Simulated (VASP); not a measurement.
Sr under changes of volume

One of the cells (48.507 Å³/atom); the others are scaled copies at fixed shape and fractional positions:

```xyz
1
Lattice="0.0000 2.8946 2.8946 2.8946 0.0000 2.8946 2.8946 2.8946 0.0000" Properties=species:S:1:pos:R:3 pbc="T T T"
Sr    2.8946    0.0000    2.8946
```

* Program: VASP 6.6.1
* Functional: LDA
* Potentials or basis: VASP PAW LDA potentials, release 64 (Sr_sv)
* Cutoff: 520 eV
* k mesh: 8 × 8 × 8
* Occupations: fermi-dirac, width 0.05 eV
* Spin: no spin polarisation

```tsv
volume (Å³/atom)	energy over the lowest point (meV/atom)	pressure (GPa)
46.567	3.47	0.6
47.537	0.78	0.3
48.507	0.00	0.0
49.477	?	?
50.447	3.45	-0.5
```

Task: What does the run at 49.477 Å³/atom give?

Result: Energy over the lowest point 0.94 meV/atom; pressure -0.3 GPa.

Worked out: A Birch-Murnaghan fit of order 2 (a polynomial in V^(-2/3)) to the other rows has its minimum at 48.44 Å³/atom with B0 = V·E''(V) = 14.3 GPa. It gives 0.94 meV/atom at 49.477 Å³/atom, against the run's 0.94, and -dE/dV = -0.3 GPa, against -0.3.

Energies are extrapolated to zero smearing.
